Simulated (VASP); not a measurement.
Runs of VASP 6.6.1 on Te. Symmetry: R-3m, No. 166, trigonal system. The conventional cell has a = 4.612 Å, b = 4.612 Å, c = 5.073 Å, α = 90.00°, β = 90.00°, γ = 120.00°. Around Te (site symmetry -3m) lie 6 Te at 3.15 Å. This isn't the form of Te at room conditions, which is trigonal, of chains.

```csv
level,gap on the mesh (eV),pressure (GPa),relaxed volume (Å³/atom)
optPBE-vdW,none,0.0,(b)
vdW-DF2,none,0.0,37.23
vdW-DF-cx,none,0.0,31.54
vdW-DF,none,0.0,(a)
rev-vdW-DF2,none,0.0,32.41
```

Alike in all rows: task relaxation of cell and atoms; potentials or basis VASP PAW PBE potentials, release 64 (Te); no spin polarisation; cell relaxed; k mesh 9 × 9 × 9; cutoff (eV) 600; smearing fermi-dirac 0.05 eV.

Fill in the values left out.

(a) 35.07; (b) 33.66.

Caveats: the PAW data sets were made with another functional, which shifts forces and pressure a little; the volume moved by over 15 % at a fixed basis, so the end points are rough (some runs).

A k mesh can miss the band edges, and the runs leave out spin-orbit coupling on Te.

A gap of «none» marks a metal or a gap under the smearing width.
